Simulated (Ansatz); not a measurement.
# MoP (P-6m2) in Ansatz: relaxation of cell and atoms with PBEsol

Aim: the relaxation of cell and atoms of MoP with PBEsol.

All numbers are computed with Ansatz 0.2.0; they aren't measurements. Logs are shortened: lines on timing, memory, paths and dates and some standing lists are left out, and cuts for length are marked.

## Step 1: The crystal as given

It takes space group P-6m2 (No. 187, hexagonal). Conventional cell: a = 3.223 Å, b = 3.223 Å, c = 3.191 Å, α = 90.00°, β = 90.00°, γ = 120.00°. Around Mo (site symmetry -6m2) lie 6 P at 2.45 Å. Around P (site symmetry -6m2) lie 6 Mo at 2.45 Å.

## Step 2: Relaxation of cell and atoms, PBEsol

Contents of input.yaml:

```yaml
crystal:
  lattice:
    - [3.223, 0.0, 0.0]
    - [-1.6115, 2.7911998764, 0.0]
    - [0.0, 0.0, 3.191]
  atoms:
    - { symbol: Mo, position: [0.0, 0.0, 0.0] }
    - { symbol: P, position: [0.3333333333, 0.6666666667, 0.5] }
hamiltonian:
  xc: pbesol
  pseudopotentials: { kind: paw }
kpoints:
  mp_grid: { grid: [10, 10, 8] }
scf:
  occupations: { method: fermi_dirac, width: 0.05 }
output:
  forces: true
  stress: true
  write_density: true
  write_potential: true
  elf: true
  volumetric_format: npy
relax:
  f_tol: 0.01
  max_steps: 40
  cell: { stress_tol: 0.05 }
```

Potentials or basis: Ansatz PAW.

On the command line:

```sh
ansatz run input.yaml --threads 2 --pin off --max-ram 5632MiB --backend cpu --events-out ev --progress --plain --runs-dir out
```

The program printed:

```text
Warning: RAYON_NUM_THREADS=2 ignored (pool sized by the plan → 2); use --threads N
Engine: ansatz 0.2.0, x86_64-unknown-linux-gnu
Pseudopotentials: kind: paw
Pseudopotential: Mo, paw, valence charge 14, recommended cutoff 420 eV (normal), Mo.paw.azcp
Pseudopotential: P, paw, valence charge 5, recommended cutoff 420 eV (normal), P.paw.azcp
Functional definition: PBEsol
  exchange = pbesol_x
  correlation = pbesol_c
Crystal: 2 atoms, lattice volume = 28.706 Å³
Basis set: ecut = 420 eV, 551 PW (Γ), exchange–correlation on 48×48×48 points (8 copies of the dense FFT grid, shifted against one another)
Bands: 14, of which v1, the nominal top of the filled ones, is band 10 counted from 1 (9 counted from 0)
Symmetry: 12 space group operations
Space group: P-6m2 (ITA 187), of the structure as read, at distance tolerance 3.1e-5 Å
k-points: 70 of 800 (time reversal used)
Non-local potential: Mo, projectors of the file, l = 0: 3, l = 1: 2, l = 2: 2, l = 3: 1
Non-local potential: P, projectors of the file, l = 0: 2, l = 1: 2, l = 2: 2
PAW form: soft (Blöchl's): semilocal exchange-correlation on the pseudo side does not see the compensation charge
PAW frozen core: Mo, regenerated for the run's functional, and the local potential with it (the file was generated under x = pbe(κ = 0.804, μ = 0.2195149727645171), c = pbe(β = 0.06672455060314922))
PAW frozen core: P, regenerated for the run's functional, and the local potential with it (the file was generated under x = pbe(κ = 0.804, μ = 0.2195149727645171), c = pbe(β = 0.06672455060314922))
PAW one-centre angular grid: Mo, 590 points (default); XC on 64 Gauss nodes
PAW one-centre angular grid: P, 110 points (default); XC on 64 Gauss nodes
Initial density: superposition of atomic densities (neutral atoms: chi_scale 0, normalization atom), corrected by the library's trained network
Initial wavefunctions: pseudopotential atomic-orbital guess
Functional: x = pbesol(κ = 0.804, μ = 0.12345679012345678), c = pbesol(β = 0.046)
SCF iter   1: F=—  HF=-5639.042074 eV  |F-HF|=—  |Δ(HF+E_count)|=         —  Δρ=7.23e-3  dr2=6.00e-3  ethr=1.77e-3  ⟨swp⟩=5.4  Hψ=5778  notcnv=0
preconditioner: auto → none  [metal: Δε(μ)=0.074 eV  Ē_g=8.831 eV  σ=0.050 eV  W_gap=0.35  n_scr=8 (ndim 8)  ℏωp=23.0 eV  f_vac=0.000  D(μ)=0.48/eV (n_scr^D=0)  sad-step TF]
SCF iter   2: F=—  HF=-5639.041956 eV  |F-HF|=—  |Δ(HF+E_count)|=   1.18e-4  Δρ=4.19e-3  dr2=2.15e-3  ethr=3.16e-5  ⟨swp⟩=1.1  Hψ=1555  notcnv=0
SCF iter   3: F=—  HF=-5639.042055 eV  |F-HF|=—  |Δ(HF+E_count)|=   9.91e-5  Δρ=2.11e-4  dr2=9.53e-6  ethr=1.13e-5  ⟨swp⟩=2.4  Hψ=1446  notcnv=0
SCF iter   4: F=—  HF=-5639.042053 eV  |F-HF|=—  |Δ(HF+E_count)|=   1.51e-6  Δρ=4.27e-5  dr2=4.50e-7  ethr=5.02e-8  ⟨swp⟩=2.2  Hψ=1577  notcnv=0
iter 5 did not close the SCF: its close was put off for the readings that it lacked (scf_convergence_deferred on its scf_iter line)
SCF iter   5: F=-5639.042053 eV  HF=-5639.042053 eV  |F-HF|=1.19e-8  |Δ(HF+E_count)|=   1.13e-7  Δρ=8.14e-6  dr2=1.73e-8  ethr=2.37e-9  ⟨swp⟩=2.3  Hψ=1591  notcnv=0
SCF iter   6: F=-5639.042053 eV  HF=-5639.042053 eV  |F-HF|=9.19e-11  |Δ(HF+E_count)|=   5.18e-9  Δρ=1.58e-6  dr2=2.75e-10  ethr=9.09e-11  ⟨swp⟩=5.0  Hψ=5242  notcnv=0
SCF 1 converged in 6 iterations: F = -5639.042053 eV  dr2 = 2.75e-10
relax step   1: F+E_penalty+E_count = -5639.04205320 eV  Δ(F+E_penalty+E_count) = +0.000e0 eV  max|allowed force component| = 9.252e-18 eV/Å  Δτ_max = 0.0000 Å  P = -3.821 GPa  Ω = 28.706 Å³  (6 SCF iters, dr2 threshold 1.00e-7 eV, accepted)
Crystal: 2 atoms, lattice volume = 28.112 Å³
Initial density: handed on by an earlier stage of this run
Initial wavefunctions: those handed on with the density
iter 1 solved again at ethr=3.47e-6 eV; its pass at ethr=3.10e-3 eV (dr2=6.60e-4 eV) is discarded
SCF iter   1: F=—  HF=-5639.047477 eV  |F-HF|=—  |Δ(HF+E_count)|=         —  Δρ=1.43e-3  dr2=6.35e-4  ethr=3.47e-6  ⟨swp⟩=1.1  Hψ=6328  notcnv=0
preconditioner: auto → none  [metal: Δε(μ)=0.091 eV  Ē_g=8.986 eV  σ=0.050 eV  W_gap=0.42  n_scr=8 (ndim 8)  ℏωp=23.2 eV  f_vac=0.000  D(μ)=0.45/eV (n_scr^D=0)]
SCF iter   2: F=—  HF=-5639.047353 eV  |F-HF|=—  |Δ(HF+E_count)|=   1.24e-4  Δρ=6.64e-4  dr2=1.18e-4  ethr=3.34e-6  ⟨swp⟩=1.1  Hψ=999  notcnv=0
SCF iter   3: F=—  HF=-5639.047334 eV  |F-HF|=—  |Δ(HF+E_count)|=   1.91e-5  Δρ=7.80e-5  dr2=7.91e-7  ethr=6.19e-7  ⟨swp⟩=2.3  Hψ=1293  notcnv=0
iter 4 did not close the SCF: its close was put off for the readings that it lacked (scf_convergence_deferred on its scf_iter line)
SCF iter   4: F=-5639.047334 eV  HF=-5639.047334 eV  |F-HF|=9.68e-9  |Δ(HF+E_count)|=   1.27e-7  Δρ=1.28e-5  dr2=2.54e-8  ethr=4.16e-9  ⟨swp⟩=2.7  Hψ=1607  notcnv=0
iter 5 did not close the SCF: its close was put off for the readings that it lacked (scf_convergence_deferred on its scf_iter line)
SCF iter   5: F=-5639.047334 eV  HF=-5639.047334 eV  |F-HF|=2.26e-10  |Δ(HF+E_count)|=  1.39e-10  Δρ=2.57e-6  dr2=4.87e-10  ethr=1.34e-10  ⟨swp⟩=2.6  Hψ=1621  notcnv=0
[... 40 lines left out ...]
iter 5 did not close the SCF: its close was put off for the readings that it lacked (scf_convergence_deferred on its scf_iter line)
SCF iter   5: F=-5639.047790 eV  HF=-5639.047790 eV  |F-HF|=9.09e-13  |Δ(HF+E_count)|=  9.09e-13  Δρ=1.66e-8  dr2=2.76e-14  ethr=1.00e-12  ⟨swp⟩=1.0  Hψ=980  notcnv=0
SCF iter   6: F=-5639.047790 eV  HF=-5639.047790 eV  |F-HF|=0.00e0  |Δ(HF+E_count)|=  9.09e-13  Δρ=4.39e-9  dr2=3.18e-15  ethr=1.00e-12  ⟨swp⟩=3.1  Hψ=3317  notcnv=0
SCF 5 converged in 6 iterations: F = -5639.047790 eV  dr2 = 3.18e-15
relax step   5: F+E_penalty+E_count = -5639.04778956 eV  Δ(F+E_penalty+E_count) = -1.080e-6 eV  max|allowed force component| = 1.850e-17 eV/Å  Δτ_max = 0.0000 Å  P = -0.000 GPa  Ω = 28.245 Å³  energy of the carried Pulay correction = +9.893e-5 eV  (6 SCF iters, accepted)
Initial wavefunctions: pseudopotential atomic-orbital guess (no wavefunctions were taken with the density)
iter 1 solved again at ethr=2.50e-8 eV; its pass at ethr=3.10e-3 eV (dr2=4.75e-6 eV) is discarded
SCF iter   1: F=—  HF=-5639.047695 eV  |F-HF|=—  |Δ(HF+E_count)|=         —  Δρ=2.31e-5  dr2=1.94e-8  ethr=2.50e-8  ⟨swp⟩=3.1  Hψ=8707  notcnv=0
preconditioner: auto → none  [metal: Δε(μ)=0.100 eV  Ē_g=8.949 eV  σ=0.050 eV  W_gap=0.46  n_scr=8 (ndim 8)  ℏωp=23.2 eV  f_vac=0.000  D(μ)=0.46/eV (n_scr^D=0)]
SCF iter   2: F=—  HF=-5639.047694 eV  |F-HF|=—  |Δ(HF+E_count)|=   2.23e-7  Δρ=1.12e-5  dr2=4.11e-9  ethr=1.02e-10  ⟨swp⟩=2.4  Hψ=1609  notcnv=0
SCF iter   3: F=—  HF=-5639.047694 eV  |F-HF|=—  |Δ(HF+E_count)|=   4.30e-9  Δρ=6.89e-7  dr2=3.44e-11  ethr=2.16e-11  ⟨swp⟩=2.9  Hψ=1611  notcnv=0
iter 4 did not close the SCF: its close was put off for the readings that it lacked (scf_convergence_deferred on its scf_iter line)
SCF iter   4: F=-5639.047694 eV  HF=-5639.047694 eV  |F-HF|=0.00e0  |Δ(HF+E_count)|=  2.73e-11  Δρ=1.32e-7  dr2=1.51e-12  ethr=1.00e-12  ⟨swp⟩=1.0  Hψ=980  notcnv=0
iter 5 did not close the SCF: its close was put off for the readings that it lacked (scf_convergence_deferred on its scf_iter line)
SCF iter   5: F=-5639.047694 eV  HF=-5639.047694 eV  |F-HF|=2.73e-12  |Δ(HF+E_count)|=  9.09e-13  Δρ=1.31e-8  dr2=6.77e-14  ethr=1.00e-12  ⟨swp⟩=1.0  Hψ=980  notcnv=0
iter 6 did not close the SCF: its close was put off for the readings that it lacked (scf_convergence_deferred on its scf_iter line)
SCF iter   6: F=-5639.047694 eV  HF=-5639.047694 eV  |F-HF|=0.00e0  |Δ(HF+E_count)|=    0.00e0  Δρ=2.01e-9  dr2=4.35e-16  ethr=1.00e-12  ⟨swp⟩=1.0  Hψ=980  notcnv=0
iter 7 did not close the SCF: its close was put off for the readings that it lacked (scf_convergence_deferred on its scf_iter line)
SCF iter   7: F=-5639.047694 eV  HF=-5639.047694 eV  |F-HF|=0.00e0  |Δ(HF+E_count)|=  9.09e-13  Δρ=7.95e-10  dr2=2.80e-16  ethr=1.00e-12  ⟨swp⟩=1.0  Hψ=980  notcnv=0
SCF iter   8: F=-5639.047694 eV  HF=-5639.047694 eV  |F-HF|=0.00e0  |Δ(HF+E_count)|=    0.00e0  Δρ=1.99e-10  dr2=1.62e-17  ethr=1.00e-12  ⟨swp⟩=2.0  Hψ=2551  notcnv=0
SCF 6 converged in 8 iterations: F = -5639.047694 eV  dr2 = 1.62e-17
relax step   6: F+E_penalty+E_count = -5639.04769430 eV  Δ(F+E_penalty+E_count) = +9.526e-5 eV  max|allowed force component| = 9.252e-18 eV/Å  Δτ_max = 0.0000 Å  P = -0.002 GPa  Ω = 28.245 Å³  stress off target by 2.22e-3 GPa  SCF on the basis re-selected at this cell (its energy is not comparable with the rows above)  (8 SCF iters)
basis re-selected at this cell: Δ(F+E_penalty+E_count) = +9.526e-5 eV, ΔP = -0.002 GPa vs the last step (what re-selecting the basis moved, of the pressure what is left beyond the Pulay correction that the steps carried, after the strain that the cell walked since its last selection, with what the two solves' SCF thresholds leave and, on support functions, any second-order correction that the steps lacked; it is no measure of the basis error at this ecutwfc). This SCF's stress stands 2.22e-3 GPa from its target on what of the cell is left free (relax.cell.stress_tol is 5.00e-2 GPa) and its largest allowed force component is 9.25e-18 eV/Å (relax.f_tol is 1.00e-2 eV/Å): within both
SCF converged after 8 iterations
Free energy (F): -5639.047694 eV
Harris-Foulkes:  -5639.047694 eV  (|F-HF|=0.00e0)
Internal energy: -5639.043673 eV  (E = F + TS)
E sigma→0 (E₀):  -5639.045683 eV
Entropy (-TS):   -0.004022 eV (-2.011 meV/atom)
Fermi energy:    17.471959 eV
--- Per-component energies (eV) ---
  E_band       = -58.323744
  E_kinetic    = 518.308897
  E_local      = -1015.435601  (includes V_loc(G=0)·N_el)
  E_nonlocal   = 178.507995
  E_hartree    = 353.288767
  E_xc         = -246.422377
  E_vxc        = -293.145711  (∫ρ·V_xc dr)
  E_paw        = -3698.271301  (= ΣΔE_a)
  E_vpaw       = -153.136904  (= ΣTr[D̂ρ^β])
  E_aug_tail   = 0.000045  (compensation charges beyond the density's cutoff)
  E_ewald      = -1729.275495
  E_core_change = 0.255395  (= ΣΔE_core)
  E_smearing   = -0.004022  (= −TS)
  E_closure    = 0.000000  (closes the sum)
  Σ components = -5639.047694   (vs F -5639.047694, Δ=0.00e0)
--- Forces (eV/Å), atoms counted from 1 ---
  atom   1  Mo    -0.00000000    -0.00000000     0.00000000
  atom   2  P     -0.00000000    -0.00000000    -0.00000000
  max |Σ_I F_I| component: 2.59e-16 eV/Å
--- Stress (GPa, compression-positive) ---
       -0.002219      -0.000000       0.000000
        0.000000      -0.002219      -0.000000
        0.000000      -0.000000      -0.002147
  P = ⅓ Tr σ = -0.0022 GPa (-0.022 kbar)
--- Band table (eV; the first three rows and the last of 70) ---
  k-point 0: bands = ["-43.5989", "-17.7874", "-17.5638", "-17.5638", "3.4571", "13.1711", "14.1241", "14.1241", "16.8198", "17.7761", "17.7761", "21.7071", "21.7071", "23.0308"]
  k-point 1: bands = ["-43.5957", "-17.8350", "-17.5596", "-17.5596", "3.7164", "12.8602", "14.2437", "14.2437", "16.7364", "17.1808", "17.1808", "22.1143", "22.1143", "23.2343"]
  k-point 2: bands = ["-43.5880", "-17.9485", "-17.5497", "-17.5497", "4.4353", "11.7619", "14.5414", "14.5414", "16.2394", "16.2394", "17.1737", "21.8463", "21.8463", "23.7778"]
  k-point 69: bands = ["-43.5392", "-18.0137", "-17.8076", "-17.7357", "6.5912", "10.5838", "11.6840", "14.2033", "16.0351", "19.1304", "20.8789", "21.1142", "21.9952", "23.1500"]
--- Relaxed structure (5 steps of the walk, 5 accepted, 1 SCFs on fresh bases) ---
  F+E_penalty+E_count = -5639.04769430 eV   max|allowed force component| = 9.252e-18 eV/Å   (the final SCF, on the basis selected at the relaxed cell)
  cell:  # Å, volume = 28.2454 Å³
    - [3.206526550545423, -4.3248079641078284e-33, 0.0]
    - [-1.6032632752727114, 2.776933450681623, 0.0]
    - [0.0, 0.0, 3.1721044068200226]
  atoms:
    - { symbol: Mo, position: [-6.162975822039155e-33, -3.700743415524895e-17, 0.0] }
    - { symbol: P, position: [0.33333333333333337, 0.6666666666666667, 0.5] }
```

It took 19 s on 2 threads of Intel Xeon at 2.50GHz (Skylake/Cascade Lake), shared host; peak memory 0.37 GiB.

Results:

```yaml
Free_energy: -5639.0477 eV
Relaxed_volume: 14.12 Å³/atom
Relaxed_cell: a = 3.207 Å, b = 3.207 Å, c = 3.172 Å, α = 90.00°, β = 90.00°, γ = 120.00°
Space_group_after_relaxing_to_0.05_Å: P-6m2 (No. 187)
Energy_gained_by_relaxing: 2.8 meV/atom
Ionic_steps: 6
Pressure_after_relaxing: 0.0 GPa
Band_gap_on_the_k_mesh: none (metal or under the smearing width)
```

Step by step:
```csv
step,energy change (eV),largest force (eV/Å),volume (Å³)
1,0.0000,0.0000,28.71
2,-0.0053,0.0000,28.11
3,-0.0057,0.0000,28.26
4,-0.0057,0.0000,28.25
5,-0.0057,0.0000,28.25
6,-0.0056,0.0000,28.25
```

Final structure:
```
Mo P
1.0
     3.20653    0.00000    0.00000
    -1.60326    2.77693    0.00000
     0.00000    0.00000    3.17210
Mo P
1 1
Direct
  0.00000 0.00000 0.00000
  0.33333 0.66667 0.50000
```

Levels at points of the mesh, in eV from the Fermi level:
```tsv
k point	band 8	band 9	band 10	band 11	band 12	band 13
(0.00, 0.00, 0.00)	-3.35	-0.65	0.30	0.30	4.24	4.24
(0.00, 0.00, -0.50)	-2.75	-1.71	-1.71	1.39	2.99	2.99
(0.00, -0.50, 0.00)	-3.84	-1.24	-0.42	1.77	2.44	4.74
(0.00, -0.50, -0.50)	-4.49	-1.06	1.49	1.91	3.65	5.15
```

Caveat: the plane-wave basis is chosen anew once the cell has moved, so the energies of steps on either side of that aren't comparable; the PAW data sets come from PBE, with cores solved anew for the run's functional, which leaves a small shift of forces and pressure.
